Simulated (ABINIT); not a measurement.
Crystal: Zn.

```xyz
2
Lattice="2.6700 0.0000 0.0000 -1.3350 2.3123 0.0000 0.0000 0.0000 4.9660" Properties=species:S:1:pos:R:3 pbc="T T T"
Zn    1.3350    0.7708    3.7245
Zn    0.0000    1.5415    1.2415
```

```yaml
Program: ABINIT 10.8.3 (patched build)
Task: relaxation of cell and atoms
Functional: PBEsol
Potentials_or_basis: JTH PAW PBE v2.0
Cutoff: 599 eV
k_mesh: 11 × 11 × 6
Occupations: fermi-dirac, width 0.05 eV
Spin: no spin polarisation
```

At the start: pressure -5.8 GPa; volume 15.33 Å³/atom.

Problem. How do energy, volume and symmetry change on relaxing?

Solution. Over 12 steps the energy falls by 28.7 meV/atom and the volume is 13.99 Å³/atom (-8.7 %); space group P6_3/mmc (No. 194, to 0.05 Å).

The path:
```
step  energy change (eV)  largest force (eV/Å)  pressure (GPa)  volume (Å³)
   1              0.0000                0.0000           -5.75        30.66
   2             -0.0174                0.0000           -4.61        30.12
   3             -0.0435                0.0000            0.78        28.19
   4             -0.0448                0.0000           -0.03        28.40
   5             -0.0465                0.0000           -0.50        28.50
   6             -0.0204                0.0000           -4.85        29.68
   7             -0.0519                0.0000           -2.24        28.74
   8             -0.0512                0.0000           -0.17        28.29
   9             -0.0553                0.0000           -1.16        28.43
  10             -0.0563                0.0000           -0.96        28.33
  11             -0.0573                0.0000           -0.22        28.06
  12             -0.0574                0.0000            0.00        27.98
```

Final structure:
```
CELL_PARAMETERS angstrom
2.64016 0.00000 0.00000
-1.32008 2.28645 0.00000
0.00000 0.00000 4.63567
ATOMIC_POSITIONS crystal
Zn 0.66667 0.33333 0.75000
Zn 0.33333 0.66667 0.25000
```

Caveat: the PAW data sets were made with another functional, which shifts forces and pressure a little.
